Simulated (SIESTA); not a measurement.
# MnO (Fm-3m) in SIESTA: further runs, part 2 of 2

SIESTA 5.4.2.

## (4) Single point, LDA, collinear spin, ferromagnetic start, 10.56 Å³/atom

MnO.fdf

```
SystemName                      MnO
SystemLabel                     MnO
NumberOfSpecies                 2
NumberOfAtoms                   2
%block ChemicalSpeciesLabel
  1  25 Mn
  2   8 O
%endblock ChemicalSpeciesLabel

LatticeConstant                 1.0 Ang
%block LatticeVectors
     0.0000000000     2.1938512115     2.1938512115
     2.1938512115     0.0000000000     2.1938512115
     2.1938512115     2.1938512115     0.0000000000
%endblock LatticeVectors
AtomicCoordinatesFormat         Fractional
%block AtomicCoordinatesAndAtomicSpecies
     0.0000000000     0.0000000000     0.0000000000  1  Mn
     0.5000000000     0.5000000000     0.5000000000  2  O
%endblock AtomicCoordinatesAndAtomicSpecies

%block kgrid.MonkhorstPack
    8   0   0  0.0
    0   8   0  0.0
    0   0   8  0.0
%endblock kgrid.MonkhorstPack
XC.Functional                   LDA
XC.Authors                      PW92
PAO.BasisSize                   DZP
PAO.EnergyShift                 0.003 Ry
Mesh.Cutoff                     800 Ry
Spin                            polarized
%block DM.InitSpin
    1   4.000
    2   0.000
%endblock DM.InitSpin
OccupationFunction              FD
ElectronicTemperature           0.05 eV
MaxSCFIterations                200
SCF.MustConverge                false
SCF.Mixer.Method                Pulay
SCF.Mixer.Weight                0.1
SCF.Mixer.History               10
SCF.DM.Tolerance                5.0e-05
SCF.H.Tolerance                 1.0e-03 eV
WriteForces                     true
Charge.Mulliken                 end
%block PAO.Basis
  Mn 5
  n=3 0 2
    2.743 0.000
  n=4 0 2
    7.580 0.000
  n=3 1 2
    3.076 0.000
  n=4 1 1
    7.580
  n=3 2 2
    5.088 0.000
%endblock PAO.Basis
```

The run is started by

```sh
$ siesta MnO.fdf > MnO.out 2>&1
```

Wall time 70 s (1 thread of Arm Neoverse V1, shared host); peak memory 0.25 GiB.

The run converged. Its results:

```yaml
Free_energy: -3409.3221 eV
Pressure: -10.0 GPa
Band_gap_on_the_k_mesh: none (metal or under the smearing width)
Net_moment: 4.60 μB per cell
Site_moments: Mn +4.40; O +0.20 μB
```

Caveat: short orbitals over semicore shells can move pressures by several GPa; the basis of atomic orbitals isn't converged, which shifts pressures, moduli and gaps; a cell with one magnetic atom can't hold antiferromagnetic order, which such compounds often take; semilocal functionals often make such compounds metallic where correlation or magnetic order opens a gap, which also shifts bond lengths.

## (5) Single point, LDA, collinear spin, ferromagnetic start, 10.78 Å³/atom

MnO.fdf: that of step 4 with these lines changed.

```diff
@@ -11,5 +11,5 @@
 %block LatticeVectors
-     0.0000000000     2.1938512115     2.1938512115
-     2.1938512115     0.0000000000     2.1938512115
-     2.1938512115     2.1938512115     0.0000000000
+     0.0000000000     2.2089816980     2.2089816980
+     2.2089816980     0.0000000000     2.2089816980
+     2.2089816980     2.2089816980     0.0000000000
 %endblock LatticeVectors
```

The run is started by

```sh
$ siesta < MnO.fdf > MnO.out 2>&1
```

It took 68 s on 1 thread of Arm Neoverse V1, shared host; peak memory 0.25 GiB.

The run converged. Its results:

- Free energy: -3409.2906 eV
- Pressure: -12.9 GPa
- Band gap on the k mesh: none (metal or under the smearing width)
- Net moment: 4.62 μB per cell
- Site moments: Mn +4.42; O +0.20 μB

Caveat: short orbitals over semicore shells can move pressures by several GPa; the basis of atomic orbitals isn't converged, which shifts pressures, moduli and gaps; a cell with one magnetic atom can't hold antiferromagnetic order, which such compounds often take; semilocal functionals often make such compounds metallic where correlation or magnetic order opens a gap, which also shifts bond lengths.

## (6) Single point, LDA, collinear spin, ferromagnetic start, 11.00 Å³/atom

MnO.fdf: that of step 5 with these lines changed.

```diff
@@ -11,5 +11,5 @@
 %block LatticeVectors
-     0.0000000000     2.2089816980     2.2089816980
-     2.2089816980     0.0000000000     2.2089816980
-     2.2089816980     2.2089816980     0.0000000000
+     0.0000000000     2.2239077028     2.2239077028
+     2.2239077028     0.0000000000     2.2239077028
+     2.2239077028     2.2239077028     0.0000000000
 %endblock LatticeVectors
```

Potentials or basis: PseudoDojo 0.4 standard (LDA files), DZP (energy shift 0.003 Ry; two zetas on semicore shells).

The run is started by

```sh
$ siesta < MnO.fdf > MnO.out 2>&1
```

Run time: 71 s. Hardware: 1 thread of Arm Neoverse V1, shared host; peak memory 0.25 GiB.

It converged, with:

* Free energy: -3409.2520 eV
* Pressure: -15.0 GPa
* Band gap on the k mesh: none (metal or under the smearing width)
* Net moment: 4.65 μB per cell
* Site moments: Mn +4.46; O +0.20 μB

Caveat: short orbitals over semicore shells can move pressures by several GPa; the basis of atomic orbitals isn't converged, which shifts pressures, moduli and gaps; a cell with one magnetic atom can't hold antiferromagnetic order, which such compounds often take; semilocal functionals often make such compounds metallic where correlation or magnetic order opens a gap, which also shifts bond lengths.

## (7) Single point, LDA, collinear spin, ferromagnetic start, 11.22 Å³/atom

MnO.fdf: that of step 6 with these lines changed.

```diff
@@ -11,5 +11,5 @@
 %block LatticeVectors
-     0.0000000000     2.2239077028     2.2239077028
-     2.2239077028     0.0000000000     2.2239077028
-     2.2239077028     2.2239077028     0.0000000000
+     0.0000000000     2.2386359976     2.2386359976
+     2.2386359976     0.0000000000     2.2386359976
+     2.2386359976     2.2386359976     0.0000000000
 %endblock LatticeVectors
```

The run is started by

```sh
$ siesta < MnO.fdf > MnO.out 2>&1
```

It took 65 s on 1 thread of Arm Neoverse V1, shared host; peak memory 0.24 GiB.

Results (log left out):

| Item | Value |
| --- | --- |
| Free energy | -3409.2088 eV |
| Pressure | -16.3 GPa |
| Band gap on the k mesh | none (metal or under the smearing width) |
| Net moment | 4.72 μB per cell |
| Site moments | Mn +4.52; O +0.20 μB |

Caveat: short orbitals over semicore shells can move pressures by several GPa; the basis of atomic orbitals isn't converged, which shifts pressures, moduli and gaps; a cell with one magnetic atom can't hold antiferromagnetic order, which such compounds often take; semilocal functionals often make such compounds metallic where correlation or magnetic order opens a gap, which also shifts bond lengths.

## (8) Single point, LDA, collinear spin, ferromagnetic start, 11.44 Å³/atom

MnO.fdf: that of step 7 with these lines changed.

```diff
@@ -11,5 +11,5 @@
 %block LatticeVectors
-     0.0000000000     2.2386359976     2.2386359976
-     2.2386359976     0.0000000000     2.2386359976
-     2.2386359976     2.2386359976     0.0000000000
+     0.0000000000     2.2531730023     2.2531730023
+     2.2531730023     0.0000000000     2.2531730023
+     2.2531730023     2.2531730023     0.0000000000
 %endblock LatticeVectors
```

The run is started by

```sh
$ siesta < MnO.fdf > MnO.out 2>&1
```

Run time: 64 s. Hardware: 1 thread of Arm Neoverse V1, shared host; peak memory 0.24 GiB.

Results (log left out):

* Free energy: -3409.1623 eV
* Pressure: -17.5 GPa
* Band gap on the k mesh: none (metal or under the smearing width)
* Net moment: 4.78 μB per cell
* Site moments: Mn +4.58; O +0.21 μB

Caveat: short orbitals over semicore shells can move pressures by several GPa; the basis of atomic orbitals isn't converged, which shifts pressures, moduli and gaps; a cell with one magnetic atom can't hold antiferromagnetic order, which such compounds often take; semilocal functionals often make such compounds metallic where correlation or magnetic order opens a gap, which also shifts bond lengths.

## (9) Single point, LDA, collinear spin, ferromagnetic start, 11.66 Å³/atom

MnO.fdf: that of step 8 with these lines changed.

```diff
@@ -11,5 +11,5 @@
 %block LatticeVectors
-     0.0000000000     2.2531730023     2.2531730023
-     2.2531730023     0.0000000000     2.2531730023
-     2.2531730023     2.2531730023     0.0000000000
+     0.0000000000     2.2675248097     2.2675248097
+     2.2675248097     0.0000000000     2.2675248097
+     2.2675248097     2.2675248097     0.0000000000
 %endblock LatticeVectors
```

Potentials or basis: PseudoDojo 0.4 standard (LDA files), DZP (energy shift 0.003 Ry; two zetas on semicore shells).

The run is started by

```sh
$ siesta MnO.fdf > MnO.out 2>&1
```

Run time: 63 s. Hardware: 1 thread of Arm Neoverse V1, shared host; peak memory 0.24 GiB.

The run converged. Its results:

```
Free energy            : -3409.1124 eV
Pressure               : -18.8 GPa
Band gap on the k mesh : none (metal or under the smearing width)
Net moment             : 4.83 μB per cell
Site moments           : Mn +4.62; O +0.21 μB
```

Caveat: short orbitals over semicore shells can move pressures by several GPa; the basis of atomic orbitals isn't converged, which shifts pressures, moduli and gaps; a cell with one magnetic atom can't hold antiferromagnetic order, which such compounds often take; semilocal functionals often make such compounds metallic where correlation or magnetic order opens a gap, which also shifts bond lengths.

## (10) Equation of state, LDA, collinear spin, ferromagnetic start

No new run: the results of the series are fitted here.

What came out:

| Item | Value |
| --- | --- |
| Equilibrium volume | 9.96 Å³/atom (rough: see the caveat) |
| Bulk modulus | 224 GPa (rough) |

Energy against volume, from the lowest point:
```csv
volume (Å³/atom),energy (meV/atom)
10.339,0.00
10.559,12.18
10.779,27.96
10.999,47.27
11.219,68.87
11.439,92.12
11.659,117.07
```

Caveat: the fit is doubtful: noisy points or a state that changes with volume; the minimum lies outside the volumes run; short orbitals over semicore shells can move pressures by several GPa; the basis of atomic orbitals isn't converged, which shifts pressures, moduli and gaps.
